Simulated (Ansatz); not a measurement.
## AlNi: do energies and stresses tell the same story?

Computed with Ansatz 0.2.0, DFT PBEsol, scalar-relativistic, plane waves, PAW.

Settings: cutoff 420 eV, Γ-centred mesh 16×16×14 on the computed 2-atom cell, Gaussian smearing of 0.10 eV; no spin polarisation.

Relaxed cell: P4/mmm, a = 2.859 Å, b = 2.859 Å, c = 2.869 Å, α = 90.00°, β = 90.00°, γ = 90.00°, 2 atoms in the primitive cell. Whether it is the stable form of this composition wasn't checked.

Energies at zero smearing and pressures from the stress tensor, at volumes with shape and atoms relaxed:
| V (Å³/atom) | E − E(first) (meV/atom) | P (GPa) |
| --- | --- | --- |
| 10.317 | 0.00 | 29.18 |
| 10.669 | -53.72 | 20.03 |
| 11.020 | -88.91 | 12.25 |
| 11.372 | -108.33 | 5.63 |
| 11.724 | -114.33 | 0.00 |
| 12.076 | -108.88 | -4.81 |
| 12.427 | -93.68 | -8.90 |
| 12.896 | -60.71 | -13.43 |

Check P = −dE/dV between neighbouring volumes, and get the bulk modulus from the pressures alone.

With 1 eV/Å³ = 160.2 GPa:
```csv
middle V (Å³/atom),−ΔE/ΔV (GPa),mean P (GPa)
10.493,24.472,24.604
10.845,16.030,16.142
11.196,8.847,8.944
11.548,2.730,2.815
11.900,-2.481,-2.406
12.251,-6.924,-6.855
12.662,-11.265,-11.167
```

The two differ by 0.13 GPa at most. The mean of two end pressures misses the average over a step by about ΔV² P″/12, up to 0.12 GPa here; with that taken off 0.01 GPa remains. Around V = 11.724 Å³/atom, the two neighbours give B = −V ΔP/ΔV = 11.724 × 10.44 / 0.703 = 174.0 GPa, against B0 = 173.3 GPa from the Birch–Murnaghan fit of the energies.

A ferromagnetic start lost its moments in a first run, so spin was left out; other magnetic orders weren't tried.